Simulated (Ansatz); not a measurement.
BAs:

```
As B
1.0
     0.00000    2.38850    2.38850
     2.38850    0.00000    2.38850
     2.38850    2.38850    0.00000
As B
1 1
Cartesian
  3.5827 3.5827 3.5827
  0.0000 0.0000 0.0000
```

Base run:

| Item | Value |
| --- | --- |
| Program | Ansatz 0.2.0 |
| Functional | BLYP |
| Potentials or basis | all-electron LAPW, scalar-relativistic |
| Cutoff | 316 eV |
| Density cutoff | 1264 eV |
| Basis error allowed | 0.001 eV/atom |
| k mesh | 10 × 10 × 10 |
| Occupations | fermi-dirac, width 0.05 eV |
| Spin | no spin polarisation |

Its results: band gap on the k mesh 1.41 eV, indirect (least direct gap 3.37 eV); pressure 7.9 GPa.

Q: The run is repeated on the same cell with these changes: functional from BLYP to RPBE. What comes out?

A: Band gap on the k mesh 1.22 eV, indirect (least direct gap 3.29 eV); pressure 5.4 GPa.

Not every run made on this cell is shown here.
